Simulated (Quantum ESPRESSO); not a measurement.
Here is a Quantum ESPRESSO 7.5 calculation.

The input pw.in:

```
&CONTROL
  calculation = 'scf'
  prefix = 'pwscf'
  outdir = './tmp'
  pseudo_dir = './pseudo'
  tprnfor = .true.
  tstress = .true.
  disk_io = 'low'
/
&SYSTEM
  ibrav = 0
  nat = 1
  ntyp = 1
  ecutwfc = 55
  ecutrho = 440
  nbnd = 18
  input_dft = 'pbesol'
  occupations = 'smearing'
  smearing = 'fd'
  degauss = 0.00367493
  nspin = 2
  starting_magnetization(1) = 0.3889
/
&ELECTRONS
  conv_thr = 2d-10
  electron_maxstep = 120
  mixing_beta = 0.3
/
ATOMIC_SPECIES
Gd   157.2500 Gd.paw.z_18.atompaw.wentzcovitch.v1.2.upf
CELL_PARAMETERS angstrom
  -2.0250000000    2.0250000000    2.0250000000
   2.0250000000   -2.0250000000    2.0250000000
   2.0250000000    2.0250000000   -2.0250000000
ATOMIC_POSITIONS crystal
Gd     0.0000000000    0.0000000000    0.0000000000
K_POINTS automatic
9 9 9 0 0 0
```

Contents of bands.in:

```
&CONTROL
  calculation = 'bands'
  prefix = 'pwscf'
  outdir = './tmp'
  pseudo_dir = './pseudo'
  disk_io = 'low'
  verbosity = 'high'
/
&SYSTEM
  ibrav = 0
  nat = 1
  ntyp = 1
  ecutwfc = 55
  ecutrho = 440
  nbnd = 18
  input_dft = 'pbesol'
  occupations = 'smearing'
  smearing = 'fd'
  degauss = 0.00367493
  nspin = 2
  starting_magnetization(1) = 0.3889
/
&ELECTRONS
  conv_thr = 1d-08
  electron_maxstep = 120
  mixing_beta = 0.3
  diago_full_acc = .true.
  startingwfc = 'random'
/
ATOMIC_SPECIES
Gd   157.2500 Gd.paw.z_18.atompaw.wentzcovitch.v1.2.upf
CELL_PARAMETERS angstrom
  -2.0250000000    2.0250000000    2.0250000000
   2.0250000000   -2.0250000000    2.0250000000
   2.0250000000    2.0250000000   -2.0250000000
ATOMIC_POSITIONS crystal
Gd     0.0000000000    0.0000000000    0.0000000000
K_POINTS crystal
60
 0.0000000000  0.0000000000  0.0000000000 1
 0.0416666667 -0.0416666667  0.0416666667 1
 0.0833333333 -0.0833333333  0.0833333333 1
 0.1250000000 -0.1250000000  0.1250000000 1
 0.1666666667 -0.1666666667  0.1666666667 1
 0.2083333333 -0.2083333333  0.2083333333 1
 0.2500000000 -0.2500000000  0.2500000000 1
 0.2916666667 -0.2916666667  0.2916666667 1
 0.3333333333 -0.3333333333  0.3333333333 1
 0.3750000000 -0.3750000000  0.3750000000 1
 0.4166666667 -0.4166666667  0.4166666667 1
 0.4583333333 -0.4583333333  0.4583333333 1
 0.5000000000 -0.5000000000  0.5000000000 1
 0.4375000000 -0.4375000000  0.5000000000 1
 0.3750000000 -0.3750000000  0.5000000000 1
 0.3125000000 -0.3125000000  0.5000000000 1
 0.2500000000 -0.2500000000  0.5000000000 1
 0.1875000000 -0.1875000000  0.5000000000 1
 0.1250000000 -0.1250000000  0.5000000000 1
 0.0625000000 -0.0625000000  0.5000000000 1
 0.0000000000  0.0000000000  0.5000000000 1
 0.0000000000  0.0000000000  0.4444444444 1
 0.0000000000  0.0000000000  0.3888888889 1
 0.0000000000  0.0000000000  0.3333333333 1
 0.0000000000  0.0000000000  0.2777777778 1
 0.0000000000  0.0000000000  0.2222222222 1
 0.0000000000  0.0000000000  0.1666666667 1
 0.0000000000  0.0000000000  0.1111111111 1
 0.0000000000  0.0000000000  0.0555555556 1
 0.0000000000  0.0000000000  0.0000000000 1
 0.0227272727  0.0227272727  0.0227272727 1
 0.0454545455  0.0454545455  0.0454545455 1
 0.0681818182  0.0681818182  0.0681818182 1
 0.0909090909  0.0909090909  0.0909090909 1
 0.1136363636  0.1136363636  0.1136363636 1
 0.1363636364  0.1363636364  0.1363636364 1
 0.1590909091  0.1590909091  0.1590909091 1
 0.1818181818  0.1818181818  0.1818181818 1
 0.2045454545  0.2045454545  0.2045454545 1
 0.2272727273  0.2272727273  0.2272727273 1
 0.2500000000  0.2500000000  0.2500000000 1
 0.2708333333  0.1875000000  0.2708333333 1
 0.2916666667  0.1250000000  0.2916666667 1
 0.3125000000  0.0625000000  0.3125000000 1
 0.3333333333  0.0000000000  0.3333333333 1
 0.3541666667 -0.0625000000  0.3541666667 1
 0.3750000000 -0.1250000000  0.3750000000 1
 0.3958333333 -0.1875000000  0.3958333333 1
 0.4166666667 -0.2500000000  0.4166666667 1
 0.4375000000 -0.3125000000  0.4375000000 1
 0.4583333333 -0.3750000000  0.4583333333 1
 0.4791666667 -0.4375000000  0.4791666667 1
 0.5000000000 -0.5000000000  0.5000000000 1
 0.2500000000  0.2500000000  0.2500000000 1
 0.2083333333  0.2083333333  0.2916666667 1
 0.1666666667  0.1666666667  0.3333333333 1
 0.1250000000  0.1250000000  0.3750000000 1
 0.0833333333  0.0833333333  0.4166666667 1
 0.0416666667  0.0416666667  0.4583333333 1
 0.0000000000  0.0000000000  0.5000000000 1
```

Potentials or basis: SSSP 1.3 efficiency PBE.

The run is started by

```bash
$ OMP_NUM_THREADS=1 mpirun -n 2 pw.x -nk 2 -in pw.in > pw.out
$ OMP_NUM_THREADS=1 mpirun -n 2 pw.x -nk 2 -in bands.in > bands.out
```

Question: Predict the absolute moment.

Answer: 7.64 μB per cell.

Question: Predict the net moment.

Answer: 7.64 μB per cell.

Question: Predict the band gap on the k mesh.

Answer: None (metal or under the smearing width).

Question: Predict the pressure.

Answer: -2.4 GPa.

Levels at the corners of the path, in eV from the Fermi level:
Spin up:
```csv
point,band 10,band 11,band 12,band 13,band 14,band 15,band 16,band 17
Γ,-4.59,-4.59,-4.56,1.24,1.24,1.24,3.47,3.47
H,-4.58,-4.58,-1.93,-1.93,5.41,5.41,5.41,5.88
N,-4.60,-4.58,-2.45,-0.34,1.09,3.36,4.13,6.08
Γ,-4.59,-4.59,-4.56,1.24,1.24,1.24,3.47,3.47
P,-4.63,-4.63,-0.38,-0.38,-0.38,4.26,4.26,4.97
H,-4.58,-4.58,-1.93,-1.93,5.41,5.41,5.41,5.88
P,-4.63,-4.63,-0.38,-0.38,-0.38,4.26,4.26,4.97
N,-4.60,-4.58,-2.45,-0.34,1.09,3.36,4.13,6.08
```
Spin down:
| point | band 1 | band 2 | band 3 | band 4 | band 5 | band 6 | band 7 | band 8 | band 9 | band 10 |
| --- | --- | --- | --- | --- | --- | --- | --- | --- | --- | --- |
| Γ | -42.14 | -19.90 | -19.90 | -19.90 | -4.21 | 0.38 | 0.38 | 0.38 | 0.68 | 0.68 |
| H | -42.00 | -20.48 | -20.48 | -20.48 | -1.12 | -1.12 | 0.42 | 0.49 | 0.49 | 0.49 |
| N | -42.06 | -20.74 | -20.17 | -19.91 | -1.54 | 0.38 | 0.43 | 0.50 | 0.62 | 0.62 |
| Γ | -42.14 | -19.90 | -19.90 | -19.90 | -4.21 | 0.38 | 0.38 | 0.38 | 0.68 | 0.68 |
| P | -42.05 | -20.33 | -20.33 | -20.33 | 0.45 | 0.45 | 0.45 | 0.48 | 0.60 | 0.60 |
| H | -42.00 | -20.48 | -20.48 | -20.48 | -1.12 | -1.12 | 0.42 | 0.49 | 0.49 | 0.49 |
| P | -42.05 | -20.33 | -20.33 | -20.33 | 0.45 | 0.45 | 0.45 | 0.48 | 0.60 | 0.60 |
| N | -42.06 | -20.74 | -20.17 | -19.91 | -1.54 | 0.38 | 0.43 | 0.50 | 0.62 | 0.62 |

Caveat: the potentials were made for another functional, which shifts forces and pressure; spin-orbit coupling is left out, which moves the levels of the heavy elements. The state reached can hang on the start; a lower one may exist.
